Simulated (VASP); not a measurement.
# Sr: relaxation of the atoms with PBEsol+D3

Sr, a slab with vacuum:

```
Sr
1.0
     4.31000    0.00000    0.00000
    -2.15500    3.73257    0.00000
     0.00000    0.00000   22.05000
Sr
3
Direct
  0.33333 0.66667 0.34014
  0.66667 0.33333 0.50000
  0.33333 0.66667 0.65986
```

The slab is cut from a database's or a generator's crystal, which needn't be the stable form of the element.

* Program: VASP 6.6.1
* Task: relaxation of the atoms
* Functional: PBEsol
* Dispersion: D3
* Potentials or basis: VASP PAW PBE potentials, release 64 (Sr_sv)
* Cutoff: 520 eV
* k mesh: 7 × 7 × 1
* Occupations: fermi-dirac, width 0.05 eV
* Spin: no spin polarisation
* Dipole correction: yes
* Atoms held fixed (from 0): [0]
* Further INCAR settings: ALGO = Normal; EDIFF = 1e-06; IBRION = 2; EDIFFG = -0.02; NSW = 40

```json
{
  "Energy gained by relaxing": "9.5 meV/atom",
  "Ionic steps": "10",
  "Band gap on the k mesh": "0.08 eV, direct",
  "Dispersion energy per atom": "-0.086 eV"
}
```

Step by step:
| step | energy change (eV) | largest force (eV/Å) | pressure (GPa) |
| --- | --- | --- | --- |
| 1 | 0.0000 | 0.1218 | -0.42 |
| 2 | -0.0007 | 0.1221 | -0.41 |
| 3 | -0.0027 | 0.1232 | -0.41 |
| 4 | -0.0063 | 0.1258 | -0.39 |
| 5 | -0.0113 | 0.1307 | -0.36 |
| 6 | -0.0112 | 0.1959 | -0.29 |
| 7 | -0.0131 | 0.1349 | -0.33 |
| 8 | -0.0155 | 0.1261 | -0.32 |
| 9 | -0.0218 | 0.0954 | -0.29 |
| 10 | -0.0285 | 0.0202 | -0.24 |

Final structure:
```cif
data_structure
_symmetry_space_group_name_H-M 'P 1'
_symmetry_Int_Tables_number 1
_cell_length_a 4.3100
_cell_length_b 4.3100
_cell_length_c 22.0500
_cell_angle_alpha 90.000
_cell_angle_beta 90.000
_cell_angle_gamma 120.000
_cell_volume 354.73
loop_
_atom_site_label
_atom_site_type_symbol
_atom_site_fract_x
_atom_site_fract_y
_atom_site_fract_z
_atom_site_occupancy
Sr1 Sr 0.33333 0.66667 0.34014 1
Sr2 Sr 0.66667 0.33333 0.49148 1
Sr3 Sr 0.33333 0.66667 0.64182 1
```

Levels at points of the mesh, in eV from the valence-band top:
```
           k point  band 11  band 12  band 13  band 14  band 15  band 16  band 17  band 18  band 19
(0.00, 0.00, 0.00)   -18.41   -18.41    -3.51    -2.76    -1.70     0.12     0.39     1.10     2.00
```

It took 6.1 min on 1 thread of Intel(R) Xeon(R) 6975P-C (Granite Rapids) (shared host), peak memory 0.45 GiB.

Caveat: the PAW data sets were made with another functional, which shifts forces and pressure a little. A hybrid or GW would open this gap; PBEsol tends to underestimate it.
